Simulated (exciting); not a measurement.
# Fe (Fmmm) in exciting: single point with PBE+D2

Aim: the single point of Fe with PBE+D2.

Program: exciting (release sodium). These are calculated values, not measurements. Logs are shortened: lines on timing, memory, paths and dates and some standing lists are left out, and cuts for length are marked.

### Step 1. The structure

Symmetry: Fmmm, No. 69, orthorhombic system. Conventional cell: a = 2.997 Å, b = 3.883 Å, c = 3.930 Å, α = 90.00°, β = 90.00°, γ = 90.00°. Fe (site symmetry mmm) has 12 Fe at 2.45 to 2.76 Å as nearest neighbours.

### Step 2. Single point, PBE+D2, collinear spin, ferromagnetic start

Input file input.xml:

```xml
<input>
  <title>Fe</title>
  <structure speciespath="./" tshift="false">
    <crystal scale="5.2205685297">
      <basevect>0.000000000000 0.702865253023 0.711323018117</basevect>
      <basevect>0.542400822796 0.000000000000 0.711323018117</basevect>
      <basevect>0.542400822796 0.702865253023 0.000000000000</basevect>
    </crystal>
    <species speciesfile="Fe.xml" rmt="2">
      <atom coord="0.000000000000 0.000000000000 0.000000000000" bfcmt="0 0 -8"/>
    </species>
  </structure>
  <groundstate do="fromscratch" ngridk="13 13 13" rgkmax="9" gmaxvr="14" lmaxapw="10" lmaxmat="10" lmaxvr="8" xctype="GGA_PBE" stype="Fermi Dirac" swidth="0.00499791" nempty="20" ValenceRelativity="iora*" epsengy="1e-05" epspot="0.0001" maxscl="90" tforce="true" outputlevel="normal" vdWcorrection="DFTD2">
    <spin reducebf="0.5"/>
  </groundstate>
  <properties>
    <chargedensityplot>
      <plot3d>
        <box grid="14 13 13">
          <origin coord="0 0 0"/>
          <point coord="1 0 0"/>
          <point coord="0 1 0"/>
          <point coord="0 0 1"/>
        </box>
      </plot3d>
    </chargedensityplot>
    <elfplot>
      <plot3d>
        <box grid="14 13 13">
          <origin coord="0 0 0"/>
          <point coord="1 0 0"/>
          <point coord="0 1 0"/>
          <point coord="0 0 1"/>
        </box>
      </plot3d>
    </elfplot>
    <exccplot>
      <plot3d>
        <box grid="14 13 13">
          <origin coord="0 0 0"/>
          <point coord="1 0 0"/>
          <point coord="0 1 0"/>
          <point coord="0 0 1"/>
        </box>
      </plot3d>
    </exccplot>
    <DFTD2/>
  </properties>
</input>
```

Potentials or basis: all-electron LAPW+lo, shipped species files, valence relativity iora*.

Run with:

```sh
$ OMP_NUM_THREADS=1 exciting_smp
```

INFO.OUT:

```text
================================================================================
EXCITING SODIUM started
[... 10 lines left out ...]

 Lattice vectors (cartesian) :
      0.0000000000      3.6693562206      3.7135105628
      2.8316406660      0.0000000000      3.7135105628
      2.8316406660      3.6693562206      0.0000000000

 Reciprocal lattice vectors (cartesian) :
     -1.1094602120      0.8561699832      0.8459899603
      1.1094602120     -0.8561699832      0.8459899603
      1.1094602120      0.8561699832     -0.8459899603

 Unit cell volume                           :      77.1689649170
 Brillouin zone volume                      :       3.2143778747

 Species :    1 (Fe)
     parameters loaded from                 :    Fe.xml
     name                                   :    iron
     nuclear charge                         :     -26.00000000
     electronic charge                      :      26.00000000
     atomic mass                            :  101799.20740000
     muffin-tin radius                      :       2.00000000
     # of radial points in muffin-tin       :     350

     atomic positions (lattice) :
       1 :   0.00000000  0.00000000  0.00000000

     magnetic fields (cartesian) :
       1 :   0.00000000  0.00000000 -8.00000000

 Total number of atoms per unit cell        :       1

 Spin treatment                             :    spin-polarised
 Global magnetic field (cartesian) :        0.00000000   0.00000000   0.00000000
 collinear magnetisation in z-direction

 Number of Bravais lattice symmetries       :       8
 Number of crystal symmetries               :       8

 k-point grid                               :      13   13   13
 Total number of k-points                   :     343
 k-point set is reduced with crystal symmetries

 R^MT_min * |G+k|_max (rgkmax)              :       9.00000000
 Species with R^MT_min                      :       1 (Fe)
 Maximum |G+k| for APW functions            :       4.50000000
 Maximum |G| for potential and density      :      14.00000000

 G-vector grid sizes                        :      24    24    24
 Total number of G-vectors                  :    3617

 Maximum angular momentum used for
     APW functions                          :      10
     computing H and O matrix elements      :      10
     potential and density                  :       8
     inner part of muffin-tin               :       2

 Total nuclear charge                       :     -26.00000000
 Total electronic charge                    :      26.00000000
 Total core charge                          :      10.00000000
 Total valence charge                       :      16.00000000

 Number of empty states                     :      20
 Total number of valence states             :      58

 Maximum Hamiltonian size                   :     142
 Maximum number of plane-waves              :     129
 Total number of local-orbitals             :      13

 Exchange-correlation type                  :      20
     Perdew-Burke-Ernzerhof, Phys. Rev. Lett. 77, 3865 (1996)
     Generalised gradient approximation (GGA)

 Smearing scheme                            :    Fermi-Dirac
 Smearing width                             :       0.00499791

 Using multisecant Broyden potential mixing
[... 16 lines left out ...]
+ SCF iteration number :    1                                                  +
++++++++++++++++++++++++++++++++++++++++++++++++++++++++++++++++++++++++++++++++
 Total energy                               :     -1269.89341339
 _______________________________________________________________
 Fermi energy                               :         0.40475277
 Kinetic energy                             :      1291.32966826
 Coulomb energy                             :     -2505.44607925
 Exchange energy                            :       -54.56550481
 Correlation energy                         :        -1.21149759
 No external B-field energy in total energy

 DOS at Fermi energy (states/Ha/cell)       :        43.40827907

 Electron charges :
     core                                   :        10.00000000
     core leakage                           :         0.00000000
     valence                                :        16.00000000
     interstitial                           :         1.98867125
     charge in muffin-tin spheres :
                  atom     1    Fe          :        24.01132875
     total charge in muffin-tins            :        24.01132875
     total charge                           :        26.00000000

 Moments :
     interstitial                           :         0.04254607
     moment in muffin-tin spheres :
                  atom     1    Fe          :         1.76332599
     total moment in muffin-tins            :         1.76332599
     total moment                           :         1.80587207

++++++++++++++++++++++++++++++++++++++++++++++++++++++++++++++++++++++++++++++++
+ SCF iteration number :    2                                                  +
++++++++++++++++++++++++++++++++++++++++++++++++++++++++++++++++++++++++++++++++
 Total energy                               :     -1272.59576247
 _______________________________________________________________
 Fermi energy                               :         0.38778038
 Kinetic energy                             :      1290.14496476
 Coulomb energy                             :     -2506.83841182
 Exchange energy                            :       -54.69036667
 Correlation energy                         :        -1.21194875
 No external B-field energy in total energy

 DOS at Fermi energy (states/Ha/cell)       :        52.72432079

 Electron charges :
     core                                   :        10.00000000
     core leakage                           :         0.00000000
     valence                                :        16.00000000
     interstitial                           :         1.90718886
     charge in muffin-tin spheres :
                  atom     1    Fe          :        24.09281114
     total charge in muffin-tins            :        24.09281114
     total charge                           :        26.00000000

 Moments :
     interstitial                           :         0.03063108
     moment in muffin-tin spheres :
                  atom     1    Fe          :         1.56131205
     total moment in muffin-tins            :         1.56131205
     total moment                           :         1.59194313

 RMS change in effective potential (target) :  0.234760E-01  ( 0.100000E-03)
 Absolute change in total energy   (target) :   2.70235      ( 0.100000E-04)
 Charge distance                   (target) :  0.858871E-02  ( 0.100000E-04)
 Abs. change in max-nonIBS-force   (target) :   0.00000      ( 0.500000E-04)

++++++++++++++++++++++++++++++++++++++++++++++++++++++++++++++++++++++++++++++++
+ SCF iteration number :    3                                                  +
++++++++++++++++++++++++++++++++++++++++++++++++++++++++++++++++++++++++++++++++
 Total energy                               :     -1272.77196124
 _______________________________________________________________
 Fermi energy                               :         0.38568556
 Kinetic energy                             :      1290.05183391
 Coulomb energy                             :     -2506.91355356
 Exchange energy                            :       -54.69815686
 Correlation energy                         :        -1.21208472
 No external B-field energy in total energy
[... 517 lines left out ...]
 Moments :
     interstitial                           :        -0.02877867
     moment in muffin-tin spheres :
                  atom     1    Fe          :         2.20357533
     total moment in muffin-tins            :         2.20357533
     total moment                           :         2.17479666

 RMS change in effective potential (target) :  0.969591E-07  ( 0.100000E-03)
 Absolute change in total energy   (target) :  0.167884E-05  ( 0.100000E-04)
 Charge distance                   (target) :  0.734548E-07  ( 0.100000E-04)
 Abs. change in max-nonIBS-force   (target) :   0.00000      ( 0.500000E-04)

++++++++++++++++++++++++++++++++++++++++++++++++++++++++++++++++++++++++++++++++
+ SCF iteration number :   18                                                  +
++++++++++++++++++++++++++++++++++++++++++++++++++++++++++++++++++++++++++++++++
 Total energy                               :     -1272.80337453
 _______________________________________________________________
 Fermi energy                               :         0.38073979
 Kinetic energy                             :      1290.02082034
 Coulomb energy                             :     -2506.87991030
 Exchange energy                            :       -54.73497492
 Correlation energy                         :        -1.20930965
 No external B-field energy in total energy

 DOS at Fermi energy (states/Ha/cell)       :        27.72433065

 Electron charges :
     core                                   :        10.00000000
     core leakage                           :         0.00000000
     valence                                :        16.00000000
     interstitial                           :         1.90019924
     charge in muffin-tin spheres :
                  atom     1    Fe          :        24.09980076
     total charge in muffin-tins            :        24.09980076
     total charge                           :        26.00000000

 Moments :
     interstitial                           :        -0.02877795
     moment in muffin-tin spheres :
                  atom     1    Fe          :         2.20356317
     total moment in muffin-tins            :         2.20356317
     total moment                           :         2.17478522

 RMS change in effective potential (target) :  0.277894E-07  ( 0.100000E-03)
 Absolute change in total energy   (target) :  0.475628E-05  ( 0.100000E-04)
 Charge distance                   (target) :  0.432088E-07  ( 0.100000E-04)
 Abs. change in max-nonIBS-force   (target) :   0.00000      ( 0.500000E-04)

++++++++++++++++++++++++++++++++++++++++++++++++++++++++++++++++++++++++++++++++
| Convergency criteria checked for the last 2 iterations                       +
| Convergence targets achieved. Performing final SCF iteration                 +
++++++++++++++++++++++++++++++++++++++++++++++++++++++++++++++++++++++++++++++++
 Total energy                               :     -1272.81878994
 _______________________________________________________________
 Fermi energy                               :         0.38073984
 Kinetic energy                             :      1290.02081959
 Coulomb energy                             :     -2506.87991203
 Exchange energy                            :       -54.73497479
 Correlation energy                         :        -1.20930967
 No external B-field energy in total energy
 DFT-D2 dispersion correction               :        -0.01541304

 DOS at Fermi energy (states/Ha/cell)       :        27.72434370

 Electron charges :
     core                                   :        10.00000000
     core leakage                           :         0.00000000
     valence                                :        16.00000000
     interstitial                           :         1.90019918
     charge in muffin-tin spheres :
                  atom     1    Fe          :        24.09980082
     total charge in muffin-tins            :        24.09980082
     total charge                           :        26.00000000

 Moments :
     interstitial                           :        -0.02877769
     moment in muffin-tin spheres :
                  atom     1    Fe          :         2.20355833
     total moment in muffin-tins            :         2.20355833
     total moment                           :         2.17478064

++++++++++++++++++++++++++++++++++++++++++++++++++++++++++++++++++++++++++++++++
+ Self-consistent loop stopped                                                 +
++++++++++++++++++++++++++++++++++++++++++++++++++++++++++++++++++++++++++++++++
 STATE.OUT is written

--------------------------------------------------------------------------------
- Writing atomic positions and forces                                          -
--------------------------------------------------------------------------------

 Atomic positions (lattice) :
 atom     1  Fe  :     0.00000000    0.00000000    0.00000000

 Total atomic forces including IBS (cartesian) :
 atom     1  Fe  :     0.00000000    0.00000000    0.00000000

 Atomic force components including IBS (cartesian) :
 atom     1  Fe  :     0.00000000    0.00000000    0.00000000   HF force
                 :     0.00000000    0.00000000    0.00000000   core correction
                 :     0.00000000    0.00000000    0.00000000   IBS correction
                 :    -0.00000000   -0.00000000   -0.00000000   DFT-D2 force

********************************************************************************
[... 7 lines left out ...]
| EXCITING SODIUM stopped                                                      =
================================================================================
```

It took 13 min on 1 thread of Arm Neoverse N1, shared host; peak memory 0.1 GiB.

Results:

- Free energy: -34635.2258 eV
- Band gap on the k mesh: none (metal or under the smearing width)
- Net moment: 2.17 μB per cell
- Site moments: Fe +2.20 μB
- All electrons inside the program's atomic spheres: Fe 24.10 (radii Fe 2.0 bohr)
- Dispersion energy per atom: -0.419 eV
- Density of states at the Fermi level: 1.02 states/eV per cell

Caveat: the log's total energy holds no entropy term; the free energy is that total less TS from the occupations.
